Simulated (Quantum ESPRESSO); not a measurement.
# Ti (Cmcm) in Quantum ESPRESSO: notebook

The runs below take Ti through relaxation of the atoms, with PBEsol.

Program: Quantum ESPRESSO 7.5. These are calculated values, not measurements. Logs are shortened: lines on timing, memory, paths and dates and some standing lists are left out, and cuts for length are marked.

## (1) The structure

The structure is orthorhombic, space group Cmcm (No. 63). Conventional cell: a = 2.832 Å, b = 5.110 Å, c = 4.680 Å, α = 90.00°, β = 90.00°, γ = 90.00°. Around Ti (site symmetry m2m) lie 12 Ti at 2.83 to 2.92 Å.

## (2) Relaxation of the atoms, PBEsol, 16.93 Å³/atom

File pw.in:

```
&CONTROL
  calculation = 'relax'
  prefix = 'pwscf'
  outdir = './tmp'
  pseudo_dir = './pseudo'
  tprnfor = .true.
  tstress = .true.
  disk_io = 'low'
  nstep = 40
  forc_conv_thr = 0.0004
  etot_conv_thr = 1d-05
/
&SYSTEM
  ibrav = 0
  A = 2.832
  nat = 2
  ntyp = 1
  ecutwfc = 45
  ecutrho = 360
  nbnd = 19
  occupations = 'smearing'
  smearing = 'fd'
  degauss = 0.00367493
/
&ELECTRONS
  conv_thr = 4d-10
  electron_maxstep = 120
  mixing_beta = 0.5
/
&IONS
  ion_dynamics = 'bfgs'
/
ATOMIC_SPECIES
Ti    47.8670 ti_pbesol_v1.4.uspp.F.UPF
CELL_PARAMETERS alat
   1.0000000000    0.0000000000    0.0000000000
  -0.5000000000    0.9021097956    0.0000000000
   0.0000000000    0.0000000000    1.6525423729
ATOMIC_POSITIONS alat
Ti     0.5000000000    0.3007032652    1.2394067797
Ti     0.0000000000    0.6014065304    0.4131355932
K_POINTS automatic
10 10 6 0 0 0
```

Potentials or basis: GBRV 1.5 PBEsol.

On the command line:

```sh
$ OMP_NUM_THREADS=1 mpirun -n 2 pw.x -nk 2 -in pw.in > pw.out
```

pw.out:

```text
This program is part of the open-source Quantum ESPRESSO suite
     for quantum simulation of materials; please cite
[... 6 lines left out ...]
     using ibrav=0 with symmetry is DISCOURAGED, use correct ibrav instead

     K-points division:     npool     =       2
     Subspace diagonalization in iterative solution of the eigenvalue problem:
     a serial algorithm will be used

     G-vector sticks info
     --------------------
     sticks:   dense  smooth     PW     G-vecs:    dense   smooth      PW
     Sum         745     367    121                26361     9315    1717

     Using Slab Decomposition

     bravais-lattice index     =            0
     lattice parameter (alat)  =       5.3517  a.u.
     unit-cell volume          =     228.5011 (a.u.)^3
     number of atoms/cell      =            2
     number of atomic types    =            1
     number of electrons       =        24.00
     number of Kohn-Sham states=           19
     kinetic-energy cutoff     =      45.0000  Ry
     charge density cutoff     =     360.0000  Ry
     scf convergence threshold =      4.0E-10
     mixing beta               =       0.5000
     number of iterations used =            8  plain     mixing
     energy convergence thresh.=      1.0E-05
     force convergence thresh. =      4.0E-04
     Exchange-correlation= SLA  PW   PSX  PSC
                           (   1   4  10   8   0   0   0)
     nstep                     =           40

     celldm(1)=   5.351704  celldm(2)=   0.000000  celldm(3)=   0.000000
     celldm(4)=   0.000000  celldm(5)=   0.000000  celldm(6)=   0.000000

     crystal axes: (cart. coord. in units of alat)
               a(1) = (   1.000000   0.000000   0.000000 )
               a(2) = (  -0.500000   0.902110   0.000000 )
               a(3) = (   0.000000   0.000000   1.652542 )

     reciprocal axes: (cart. coord. in units 2 pi/alat)
               b(1) = (  1.000000  0.554256 -0.000000 )
               b(2) = (  0.000000  1.108513  0.000000 )
               b(3) = (  0.000000 -0.000000  0.605128 )

     PseudoPot. # 1 for Ti read from file:
     ti_pbesol_v1.4.uspp.F.UPF
     Pseudo is Ultrasoft + core correction, Zval = 12.0
     Generated by new atomic code, or converted to UPF format
     Using radial grid of  851 points,  6 beta functions with:
                l(1) =   0
                l(2) =   0
                l(3) =   1
                l(4) =   1
                l(5) =   2
                l(6) =   2
     Q(r) pseudized with  6 coefficients,  rinner =    1.000   1.000   1.000
                                                       1.000   1.000

     atomic species   valence    mass     pseudopotential
     Ti               12.00    47.86700     Ti( 1.00)

      8 Sym. Ops., with inversion, found ( 4 have fractional translation)

   Cartesian axes

     site n.     atom                  positions (alat units)
         1        Ti     tau(   1) = (   0.5000000   0.3007033   1.2394068  )
         2        Ti     tau(   2) = (   0.0000000   0.6014065   0.4131356  )

     number of k points=   124  Fermi-Dirac smearing, width (Ry)=  0.0037

     Number of k-points >= 100: set verbosity='high' to print them.

     Dense  grid:    26361 G-vectors     FFT dimensions: (  36,  36,  54)

     Smooth grid:     9315 G-vectors     FFT dimensions: (  24,  24,  40)

     Check: negative core charge=   -0.000017

     Initial potential from superposition of free atoms

     starting charge      21.9999, renormalised to      24.0000

     negative rho (up, down):  2.019E-03 0.000E+00
     Starting wfcs are   20 randomized atomic wfcs

     Self-consistent Calculation

     iteration #  1     ecut=    45.00 Ry     beta= 0.50
     Davidson diagonalization with overlap
     ethr =  1.00E-02,  avg # of iterations =  3.6

     negative rho (up, down):  2.145E-03 0.000E+00

     total energy              =    -237.99309730 Ry
     estimated scf accuracy    <       1.22958361 Ry

     iteration #  2     ecut=    45.00 Ry     beta= 0.50
     Davidson diagonalization with overlap
     ethr =  5.12E-03,  avg # of iterations =  2.3

     negative rho (up, down):  1.761E-03 0.000E+00

     total energy              =    -238.28508226 Ry
     estimated scf accuracy    <       0.00570116 Ry

     iteration #  3     ecut=    45.00 Ry     beta= 0.50
     Davidson diagonalization with overlap
     ethr =  2.38E-05,  avg # of iterations =  4.8

     negative rho (up, down):  1.393E-03 0.000E+00

     total energy              =    -238.28767727 Ry
     estimated scf accuracy    <       0.00481088 Ry

     iteration #  4     ecut=    45.00 Ry     beta= 0.50
     Davidson diagonalization with overlap
     ethr =  2.00E-05,  avg # of iterations =  3.3

     negative rho (up, down):  1.317E-03 0.000E+00

     total energy              =    -238.28907639 Ry
     estimated scf accuracy    <       0.00260755 Ry

     iteration #  5     ecut=    45.00 Ry     beta= 0.50
     Davidson diagonalization with overlap
     ethr =  1.09E-05,  avg # of iterations =  2.3

     negative rho (up, down):  1.302E-03 0.000E+00

     total energy              =    -238.28969475 Ry
     estimated scf accuracy    <       0.00000557 Ry
[... 49 lines left out ...]
!    total energy              =    -238.28970476 Ry
     estimated scf accuracy    <          1.3E-10 Ry
     smearing contrib. (-TS)   =      -0.00133880 Ry
     internal energy E=F+TS    =    -238.28836596 Ry

     The total energy is F=E-TS. E is the sum of the following terms:
     one-electron contribution =     -78.82120802 Ry
     hartree contribution      =      47.69007051 Ry
     xc contribution           =     -35.76131391 Ry
     ewald contribution        =    -171.39591454 Ry

     convergence has been achieved in  10 iterations

     negative rho (up, down):  1.296E-03 0.000E+00

     Forces acting on atoms (cartesian axes, Ry/au):

     atom    1 type  1   force =     0.00000000   -0.00344179    0.00000000
     atom    2 type  1   force =     0.00000000    0.00344179    0.00000000

     Total force =     0.004867     Total SCF correction =     0.000002

     Computing stress (Cartesian axis) and pressure

     negative rho (up, down):  1.296E-03 0.000E+00
          total   stress  (Ry/bohr**3)                   (kbar)     P=      -14.01
   0.00014012   0.00000000   0.00000000           20.61        0.00        0.00
   0.00000000  -0.00020932   0.00000000            0.00      -30.79        0.00
   0.00000000   0.00000000  -0.00021662            0.00        0.00      -31.87

     BFGS Geometry Optimization
     Energy error            =      2.4E-05 Ry
     Gradient error          =      3.4E-03 Ry/Bohr

     number of scf cycles    =   1
     number of bfgs steps    =   0

     energy             new  =    -238.2897047645 Ry

     new trust radius        =       0.0034417867 bohr
     new conv_thr            =       0.0000000004 Ry

ATOMIC_POSITIONS (alat)
Ti               0.5000000000        0.3000601455        1.2394067797
Ti               0.0000000000        0.6020496501        0.4131355932

     NEW-OLD atomic charge density approx. for the potential

     Check: negative core charge=   -0.000017

     negative rho (up, down):  1.294E-03 0.000E+00

     Self-consistent Calculation

     iteration #  1     ecut=    45.00 Ry     beta= 0.50
     Davidson diagonalization with overlap
     ethr =  1.00E-06,  avg # of iterations =  3.1

     Threshold (ethr) on eigenvalues was too large:
     Diagonalizing with lowered threshold

     Davidson diagonalization with overlap
     ethr =  1.93E-09,  avg # of iterations =  3.7

     negative rho (up, down):  1.294E-03 0.000E+00

     total energy              =    -238.28972779 Ry
     estimated scf accuracy    <       0.00000059 Ry

     iteration #  2     ecut=    45.00 Ry     beta= 0.50
     Davidson diagonalization with overlap
     ethr =  2.48E-09,  avg # of iterations =  1.3

     negative rho (up, down):  1.294E-03 0.000E+00

     total energy              =    -238.28972784 Ry
     estimated scf accuracy    <       0.00000009 Ry
[... 33 lines left out ...]
     convergence has been achieved in   4 iterations

     negative rho (up, down):  1.294E-03 0.000E+00

     Forces acting on atoms (cartesian axes, Ry/au):

     atom    1 type  1   force =     0.00000000   -0.00326822    0.00000000
     atom    2 type  1   force =    -0.00000000    0.00326822    0.00000000

     Total force =     0.004622     Total SCF correction =     0.000039

     Computing stress (Cartesian axis) and pressure

     negative rho (up, down):  1.294E-03 0.000E+00
          total   stress  (Ry/bohr**3)                   (kbar)     P=      -13.97
   0.00013813   0.00000000   0.00000000           20.32        0.00        0.00
   0.00000000  -0.00020639   0.00000000            0.00      -30.36        0.00
   0.00000000   0.00000000  -0.00021663            0.00        0.00      -31.87

     Energy error            =      2.3E-05 Ry
     Gradient error          =      3.3E-03 Ry/Bohr

     number of scf cycles    =   2
     number of bfgs steps    =   1

     energy             old  =    -238.2897047645 Ry
     energy             new  =    -238.2897278472 Ry

     CASE: energy            _new < energy            _old

     WARNING: bfgs curvature condition failed, Theta= 0.842
     new trust radius        =       0.0037859654 bohr
     new conv_thr            =            9.2E-12 Ry

ATOMIC_POSITIONS (alat)
Ti               0.5000000000        0.2993527138        1.2394067797
Ti               0.0000000000        0.6027570818        0.4131355932

     NEW-OLD atomic charge density approx. for the potential

     Check: negative core charge=   -0.000017

     negative rho (up, down):  1.289E-03 0.000E+00

     Self-consistent Calculation

     iteration #  1     ecut=    45.00 Ry     beta= 0.50
     Davidson diagonalization with overlap
     ethr =  1.00E-06,  avg # of iterations =  3.2

     Threshold (ethr) on eigenvalues was too large:
     Diagonalizing with lowered threshold

     Davidson diagonalization with overlap
     ethr =  2.39E-09,  avg # of iterations =  3.6

     negative rho (up, down):  1.289E-03 0.000E+00

     total energy              =    -238.28975176 Ry
     estimated scf accuracy    <       0.00000072 Ry

     iteration #  2     ecut=    45.00 Ry     beta= 0.50
     Davidson diagonalization with overlap
     ethr =  3.02E-09,  avg # of iterations =  1.3

     negative rho (up, down):  1.289E-03 0.000E+00

     total energy              =    -238.28975181 Ry
     estimated scf accuracy    <       0.00000010 Ry

     iteration #  3     ecut=    45.00 Ry     beta= 0.50
     Davidson diagonalization with overlap
     ethr =  4.34E-10,  avg # of iterations =  1.7

     negative rho (up, down):  1.289E-03 0.000E+00

     total energy              =    -238.28975182 Ry
     estimated scf accuracy    <          7.1E-09 Ry
[... 614 lines left out ...]
     iteration #  6     ecut=    45.00 Ry     beta= 0.50
     Davidson diagonalization with overlap
     ethr =  4.88E-13,  avg # of iterations =  2.2

     negative rho (up, down):  9.960E-04 0.000E+00

     End of self-consistent calculation

     Number of k-points >= 100: set verbosity='high' to print the bands.

     the Fermi energy is    13.6587 ev

!    total energy              =    -238.28993376 Ry
     estimated scf accuracy    <          3.4E-12 Ry
     smearing contrib. (-TS)   =      -0.00144322 Ry
     internal energy E=F+TS    =    -238.28849054 Ry

     The total energy is F=E-TS. E is the sum of the following terms:
     one-electron contribution =     -78.79522145 Ry
     hartree contribution      =      47.67531750 Ry
     xc contribution           =     -35.76051972 Ry
     ewald contribution        =    -171.40806687 Ry

     convergence has been achieved in   6 iterations

     negative rho (up, down):  9.960E-04 0.000E+00

     Forces acting on atoms (cartesian axes, Ry/au):

     atom    1 type  1   force =     0.00000000   -0.00001298    0.00000000
     atom    2 type  1   force =     0.00000000    0.00001298    0.00000000

     Total force =     0.000018     Total SCF correction =     0.000002
     SCF correction compared to forces is large: reduce conv_thr to get better values

     Computing stress (Cartesian axis) and pressure

     negative rho (up, down):  9.960E-04 0.000E+00
          total   stress  (Ry/bohr**3)                   (kbar)     P=      -14.29
   0.00008931  -0.00000000   0.00000000           13.14       -0.00        0.00
   0.00000000  -0.00016009   0.00000000            0.00      -23.55        0.00
   0.00000000   0.00000000  -0.00022064            0.00        0.00      -32.46

     Energy error            =      9.2E-06 Ry
     Gradient error          =      1.3E-05 Ry/Bohr

     bfgs converged in   8 scf cycles and   7 bfgs steps
     (criteria: energy <  1.0E-05 Ry, force <  4.0E-04 Ry/Bohr)

     End of BFGS Geometry Optimization

     Final energy             =    -238.2899337615 Ry

Begin final coordinates

ATOMIC_POSITIONS (alat)
Ti               0.5000000000        0.2882356077        1.2394067797
Ti               0.0000000000        0.6138741879        0.4131355932
End final coordinates

=------------------------------------------------------------------------------=
   JOB DONE.
=------------------------------------------------------------------------------=
```

It took 1.9 min on 2 MPI ranks of Arm Neoverse V2, shared host; peak memory 0.22 GiB.

What came out:

| Item | Value |
| --- | --- |
| Free energy | -3242.0997 eV |
| Energy gained by relaxing | 1.6 meV/atom |
| Ionic steps | 8 |
| Pressure after relaxing | -1.4 GPa |
| Band gap on the k mesh | none (metal or under the smearing width) |

## (3) Relaxation of the atoms, PBEsol, 17.28 Å³/atom

pw.in: that of step 2 with these lines changed.

```diff
@@ -14,3 +14,3 @@
   ibrav = 0
-  A = 2.832
+  A = 2.891
   nat = 2
@@ -36,7 +36,7 @@
    1.0000000000    0.0000000000    0.0000000000
-  -0.5000000000    0.9021097956    0.0000000000
-   0.0000000000    0.0000000000    1.6525423729
+  -0.5000000000    0.8836993916    0.0000000000
+   0.0000000000    0.0000000000    1.6188170183
 ATOMIC_POSITIONS alat
-Ti     0.5000000000    0.3007032652    1.2394067797
-Ti     0.0000000000    0.6014065304    0.4131355932
+Ti     0.5000000000    0.2945664638    1.2141127637
+Ti     0.0000000000    0.5891329278    0.4047042546
 K_POINTS automatic
```

Potentials or basis: GBRV 1.5 PBEsol.

On the command line:

```sh
$ OMP_NUM_THREADS=1 mpirun -n 2 pw.x -nk 2 -in pw.in > pw.out
```

Run time: 1.7 min. Hardware: 2 MPI ranks of Arm Neoverse V2, shared host; peak memory 0.22 GiB.

The run converged. Its results:

| Property | Result |
| --- | --- |
| Free energy | -3242.0974 eV |
| Energy gained by relaxing | 0.4 meV/atom |
| Ionic steps | 7 |
| Pressure after relaxing | -3.7 GPa |
| Largest force after relaxing | 0.005 eV/Å |
| Band gap on the k mesh | none (metal or under the smearing width) |
